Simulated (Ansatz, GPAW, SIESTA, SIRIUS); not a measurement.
Ge: 4 runs at one level of theory

```xyz
2
Lattice="-2.4959 2.6509 1.4369 2.4959 -2.6509 1.4369 2.4959 2.6509 -1.4369" Properties=species:S:1:pos:R:3 pbc="T T T"
Ge   -0.0545    1.3267    0.1384
Ge    2.5130    1.3276    1.2763
```

This isn't the form of Ge at room conditions, which is diamond.

Atoms were shifted at random by some hundredths of an Å from the given cell, which wasn't relaxed again for these runs.

Alike in all runs: task single point; functional PBEsol; k mesh 11 × 11 × 11; occupations fermi-dirac, width 0.05 eV; no spin polarisation; no spin-orbit coupling. Pressure is positive in compression and, in plane waves, holds the error of the finite cutoff.

| program and potentials | plane-wave cutoff (eV) | notes | pressure (GPa) | largest force (eV/Å) | energy over the undisturbed cell (meV/atom) |
| --- | --- | --- | --- | --- | --- |
| GPAW, PAW data sets generated for this functional | 600 | 4 valence electrons an atom on average | ? | ? | ? |
| SIESTA, files PseudoDojo sr-pbesol-0.4.1-standard, DZP (energy shift 0.003 Ry; two zetas on semicore shells) | - | atomic basis; 14 valence electrons an atom on average | -0.69 | 0.205 | 5.93 |
| SIRIUS, PseudoDojo 0.4.1 PBEsol standard (scalar relativistic) | 1078 | 14 valence electrons an atom on average | -2.27 | 0.156 | - |
| Ansatz, all-electron LAPW, scalar-relativistic | - | - | -2.28 | 0.154 | - |

Problem. Estimate from the other rows what the run with GPAW, PAW data sets generated for this functional gave.

Solution. Pressure -2.46 GPa; largest force 0.160 eV/Å; energy over the undisturbed cell 4.89 meV/atom. The other rows, which needn't bracket it: pressure -2.28 to -0.69; largest force 0.154 to 0.205; energy over the undisturbed cell 5.93.
